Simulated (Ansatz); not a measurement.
# Al2Cu: the cost of one run

Method: DFT PBE, scalar-relativistic, plane waves, PAW, in Ansatz 0.2.0.

2 further runs of the same task are left out: 2 set aside as unsound or not needed. Runs told in other sessions of the task aren't counted.

## 1. The system as given

The structure is cubic, space group Fm-3m (No. 225). The conventional cell has a = 5.783 Å, b = 5.783 Å, c = 5.783 Å, α = 90.00°, β = 90.00°, γ = 90.00°. Al (site symmetry -43m) has 4 Cu at 2.50 Å in its first shell of neighbours. Cu (site symmetry m-3m) has 8 Al at 2.50 Å in its first shell of neighbours.

Structure file:

```
Al Cu
1.0
    -2.04460    2.04460    2.89140
     2.04460   -2.04460    2.89140
     2.04460    2.04460   -2.89140
Al Cu
2 1
Cartesian
  0.0000 2.0446 1.4457
  2.0446 0.0000 1.4457
  0.0000 0.0000 2.8914
```

It goes back to an entry of the Materials Project, which need not be the stable form.

This cell was relaxed beforehand with the same method: volume 16.12 Å³/atom, gap on the mesh none (metal).

## 2. What is varied

The energy is mapped over a normal mode and a strain (zone-centre modes of the cell shown).

First coordinate, amplitude of mode 9 (273 cm⁻¹), largest displacement in the unstrained cell: 7 values from −0.09 Å. Second coordinate, normal strain along z: 7 values from −7.00 %.

Nothing else is relaxed (the pattern is fixed in fractional coordinates). Energies count from the relaxed high-symmetry cell. Points are written as (first, second).

The modes come from a phonon run on the reference cell, made beforehand.

Displacement patterns for an amplitude of 1 (Å):

```csv
atom,x1,y1,z1
Al1,0.000,0.000,1.000
Al2,0.000,0.000,-1.000
Cu3,0.000,0.000,0.000
```

## 3. Grid point (−0.03 Å, −7.00 %)

Input file input.yaml:

```yaml
crystal:
  lattice:
    - [-2.0446004822, 2.0446004822, 2.6890032877]
    - [2.0446004822, -2.0446004822, 2.6890032877]
    - [2.0446004822, 2.0446004822, -2.6890032877]
  atoms:
    - { symbol: Al, position: [0.7448122042, 0.2448122042, 0.5] }
    - { symbol: Al, position: [0.2551877958, 0.7551877958, 0.5] }
    - { symbol: Cu, position: [0.5, 0.5, 0.0] }
basis:
  ecutwfc: 520.0
kpoints:
  mp_grid: { grid: [14, 14, 14] }
hamiltonian:
  xc: pbe
  pseudopotentials: { kind: paw, azcp: { folder: soft_1 } }
scf:
  occupations: { method: gaussian, width: 0.15 }
output:
  forces: true
  stress: true
  eigenvalues: true
  write_density: true
  write_potential: true
  elf: true
  volumetric_format: npy
```

Command:

```
> ansatz run input.yaml --threads 2 --pin off --max-ram 4096MiB --backend cpu --events-out ev --progress --plain --runs-dir out
```

Q: Estimate wall time and peak memory on 2 threads of Arm Neoverse N1, shared host.

About 32 s, with a peak of 0.59 GiB.
